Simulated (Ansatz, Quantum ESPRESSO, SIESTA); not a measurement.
**One calculation of La2O3, 3 ways**

```
La O
1.0
     6.37027    0.00000    0.00000
    -3.18514    5.51682    0.00000
     0.00000    0.00000    3.28989
La O
2 3
Direct
  0.66667 0.33333 0.49810
  0.33333 0.66667 0.50190
  0.50461 0.00000 0.00000
  0.00000 0.50461 0.00000
  0.49539 0.49539 0.00000
```

The cell comes from a database or a generator and needn't be the stable form of this composition.

Alike in all runs: task band structure; functional LDA; k mesh 5 × 5 × 8; occupations fermi-dirac, width 0.05 eV; no spin polarisation; no spin-orbit coupling. LDA stands for any of its common fits. Pressure is positive in compression and, in plane waves, holds the error of the finite cutoff. Gaps are the smaller of the mesh's and the band path's.

| program and potentials | plane-wave cutoff (eV) | notes | band gap (eV) | pressure (GPa) | largest force (eV/Å) |
| --- | --- | --- | --- | --- | --- |
| SIESTA, files PseudoDojo sr-lda-0.4.1-standard, PseudoDojo sr-pbe-0.4.1-standard, DZP (energy shift 0.003 Ry; two zetas on semicore shells) | - | atomic basis; potentials made for PBE | 1.19 | 0.05 | 0.036 |
| Ansatz, all-electron LAPW, scalar-relativistic | - | - | 1.49 | -5.17 | 0.051 |
| Quantum ESPRESSO, GBRV 1.5 LDA | 612 | - | 1.50 | -4.96 | 0.050 |

Force on atom 4 (O), eV/Å:

```tsv
program and potentials	x	y	z
SIESTA, files PseudoDojo sr-lda-0.4.1-standard, PseudoDojo sr-pbe-0.4.1-standard, DZP (energy shift 0.003 Ry; two zetas on semicore shells)	0.018	-0.031	0.000
Ansatz, all-electron LAPW, scalar-relativistic	0.025	-0.044	0.000
Quantum ESPRESSO, GBRV 1.5 LDA	0.025	-0.044	0.000
```

The band gap spans 1.19 (SIESTA, files PseudoDojo sr-lda-0.4.1-standard, PseudoDojo sr-pbe-0.4.1-standard, DZP (energy shift 0.003 Ry; two zetas on semicore shells)) to 1.50 eV (Quantum ESPRESSO, GBRV 1.5 LDA), with all-electron results at 1.49. The pressure spans -5.17 (Ansatz, all-electron LAPW, scalar-relativistic) to 0.05 GPa (SIESTA, files PseudoDojo sr-lda-0.4.1-standard, PseudoDojo sr-pbe-0.4.1-standard, DZP (energy shift 0.003 Ry; two zetas on semicore shells)), with all-electron results at -5.17. Rows in atomic bases carry the error of their basis and grid, which can be large.

The functional is the same throughout but for its coding, so the spread measures potentials, basis and numerics; runs on potential files found faulty are left out.
